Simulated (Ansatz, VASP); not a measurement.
**One calculation of Se, two programs**

The input POSCAR:

```
Se
1.0
    4.3551696776      0.0000000000      0.0000000000
   -2.1775848388      3.7716875786      0.0000000000
    0.0000000000      0.0000000000      4.9494500000
Se
3
Direct
    0.2170000000      0.0000000000      0.1666666667
    0.0000000000      0.2170000000      0.8333333333
    0.7830000000      0.7830000000      0.5000000000
```

Contents of INCAR.step1:

```
SYSTEM = Se
ALGO     = Normal         ! electronic algorithm
EDIFF    = 1E-4           ! SCF threshold, eV
ENCUT    = 520            ! plane-wave cutoff, eV
GGA      = PE             ! functional
ISMEAR   = 0              ! smearing method
LASPH    = .TRUE.         ! aspherical terms in the spheres
LCHARG   = .FALSE.        ! write CHGCAR
LREAL    = .FALSE.        ! projectors in reciprocal space
LWAVE    = .TRUE.         ! write WAVECAR
NBANDS   = 16             ! bands
NELM     = 100            ! most SCF steps
PREC     = Accurate       ! precision mode
SIGMA    = 0.1            ! smearing width, eV
```

The input INCAR.step2:

```
SYSTEM = Se
ALGO     = Normal         ! electronic algorithm
EDIFF    = 1E-6           ! SCF threshold, eV
ENCUT    = 520            ! plane-wave cutoff, eV
ISIF     = 2              ! what is computed and relaxed
ISMEAR   = 0              ! smearing method
ISTART   = 1            
LASPH    = .TRUE.         ! aspherical terms in the spheres
LCHARG   = .FALSE.        ! write CHGCAR
LMIXTAU  = .TRUE.       
LREAL    = .FALSE.        ! projectors in reciprocal space
LWAVE    = .FALSE.        ! write WAVECAR
METAGGA  = R2SCAN         ! meta-GGA
NBANDS   = 16             ! bands
NELM     = 100            ! most SCF steps
PREC     = Accurate       ! precision mode
SIGMA    = 0.1            ! smearing width, eV
```

The input KPOINTS:

```
k-points
0
G
  6 6 4
  0 0 0
```

Input for Ansatz:

```yaml
crystal:
  lattice:
    - [4.3551696776, 0.0, 0.0]
    - [-2.1775848388, 3.7716875786, 0.0]
    - [0.0, 0.0, 4.94945]
  atoms:
    - { symbol: Se, position: [0.217, 0.0, 0.1666666667] }
    - { symbol: Se, position: [0.0, 0.217, 0.8333333333] }
    - { symbol: Se, position: [0.783, 0.783, 0.5] }
basis:
  ecutwfc: 500
kpoints:
  mp_grid: { grid: [6, 6, 4] }
hamiltonian:
  xc: r2scan
scf:
  occupations: { method: gaussian, width: 0.1 }
output:
  forces: true
  stress: true
  eigenvalues: true
```

Alike in both runs: task single point; functional r2SCAN; k mesh 6 × 6 × 4; occupations gaussian, width 0.1 eV; no spin polarisation.

```csv
,VASP,Ansatz
version,VASP 6.6.1,Ansatz 0.2.0
potentials or method,"VASP PAW PBE potentials, release 64 (Se)","scalar-relativistic, plane waves, PAW"
plane-wave cutoff (eV),520,500
valence electrons in the cell,18,48
```

|  | VASP | Ansatz | Ansatz less VASP |
| --- | --- | --- | --- |
| gap on the k mesh at the Fermi level (eV) | 1.21 | 1.22 | +0.012 |
| least direct gap on the mesh (eV) | 1.46 | 1.47 | +0.013 |
| pressure (GPa) | 4.0 | 4.0 | +0.01 |
| largest component of the traceless stress (GPa) | 1.15 | 1.16 | +0.012 |
| rms of the force components (eV/Å) | 0.471 | 0.467 | -0.0039 |

Atom by atom the forces differ by 0.004 eV/Å (rms over components). With one functional, cell and mesh, what is left measures potentials, basis and numerics. The two sets of potentials don't hold the same shells in valence.

Caveats: the PAW data sets were made with another functional, which shifts forces and pressure a little (VASP). r2SCAN opens gaps a little over a GGA but as a rule still falls short of measured ones. A k mesh can miss the band edges.
